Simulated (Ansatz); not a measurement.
Computed with DFT PBE, scalar-relativistic, plane waves, PAW in Ansatz 0.2.0. Settings: cutoff 420 eV, Γ-centred meshes spaced at most about 0.3 Å⁻¹, and about 0.25 Å⁻¹ or finer for metals (2π included), Gaussian smearing. No spin polarisation.

Each guess is relaxed in cell and atoms at zero pressure, on a coarse mesh first where it starts far from rest and then on a converged one. The steps can't lower the symmetry of the start, but it can rise. Energies are static (0 K, no zero-point motion).

Two unrelaxed guesses for GaP₂:

A.

```xyz
3
Lattice="4.6579 0.0000 0.0000 0.0000 4.6579 0.0000 0.0000 0.0000 2.1760" Properties=species:S:1:pos:R:3 pbc="T T T"
Ga    0.0000    0.0000    0.0000
P     0.0000    2.3290    0.0000
P     2.3290    0.0000    0.0000
```

B.

```xyz
6
Lattice="6.1562 0.0000 0.0000 0.0000 6.1562 0.0000 0.0000 0.0000 2.2574" Properties=species:S:1:pos:R:3 pbc="T T T"
Ga    0.0000    0.0000    0.0000
Ga    3.0781    3.0781    0.0000
P     1.0884    1.9897    0.0000
P     1.9897    5.0678    0.0000
P     5.0678    4.1665    0.0000
P     4.1665    1.0884    0.0000
```

Question: Where do they end, and which end is lower?

Answer: B ends lower, by 0.42 eV/atom. A: P4/mmm at 15.7 Å³/atom → P4/mmm at 20.7 Å³/atom; B: P4/mbm at 14.3 Å³/atom → P4/mbm at 18.5 Å³/atom. Counting P atoms around Ga (those within 1.25 times the shortest such distance or 1.15 times the sum of covalent radii), the end of A and the end of B both have Ga 4. The end of A holds P–P chains (shortest 2.38 Å); the end of B holds P–P pairs (shortest 2.13 Å). End of A. Conventional cell: a = 5.117 Å, c = 2.377 Å. Ga is surrounded by 2 Ga at 2.38 Å and 4 P at 2.56 Å; P is surrounded by 2 P at 2.38 Å and 2 Ga at 2.56 Å. End of B. Conventional cell: a = 6.586 Å, c = 2.564 Å. Around Ga lie 2 Ga at 2.56 Å and 4 P at 2.65 Å; P has 1 P at 2.13 Å, 2 P at 2.56 Å and 2 Ga at 2.65 Å.

Ends held by symmetry can be saddle points. Neither end is the lowest form computed: that has the marcasite type, space group Pnnm (No. 58) and lies 140 meV/atom below the better end. Even the lowest of the cells shown lies +0.10 eV/atom against the elements. In P4/mmm an odd number of electrons in the primitive cell allows no gap without spin; a larger cell or a magnetic state could open one. Some candidate types were left out of the draw beforehand, so a known form may be missing.
